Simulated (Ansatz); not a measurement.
Bulk crystal (NbP) after relaxation:

```yaml
crystal:
  lattice:
    - [-1.66013, 1.66013, 5.64519]
    - [1.66013, -1.66013, 5.64519]
    - [1.66013, 1.66013, -5.64519]
  atoms:
    - { symbol: Nb, position: [0.75019, 0.75019, 0.00000] }
    - { symbol: Nb, position: [0.50019, 0.00019, 0.50000] }
    - { symbol: P, position: [0.33244, 0.33244, 0.00000] }
    - { symbol: P, position: [0.08244, 0.58244, 0.50000] }
```

Miller indices refer to the conventional cell of I4_1md (No. 109), a = 3.320 Å, b = 3.320 Å, c = 11.290 Å, α = 90.00°, β = 90.00°, γ = 90.00°.

Method: DFT PBEsol, scalar-relativistic, plane waves, PAW in Ansatz 0.2.0. Cutoff 420 eV, Gaussian smearing of 0.10 eV, no spin polarisation. A dipole correction acts along the normal.

A relaxed slab with low-index faces, about a nanometre thick, has these properties:

* Surface energy (mean of both faces): 2.51 J/m²
* Work function: 5.34 eV (top), 4.17 eV (bottom)
* Dipole of the slab along +c, per cell: -0.07 e·Å

Question: Which low-index plane was cut, and which atoms end it?

Answer: The (001) plane, with P in the top plane and Nb in the bottom one as cut, before relaxation. The planes from bottom to top: Nb, P, Nb, P, Nb, P, Nb, P.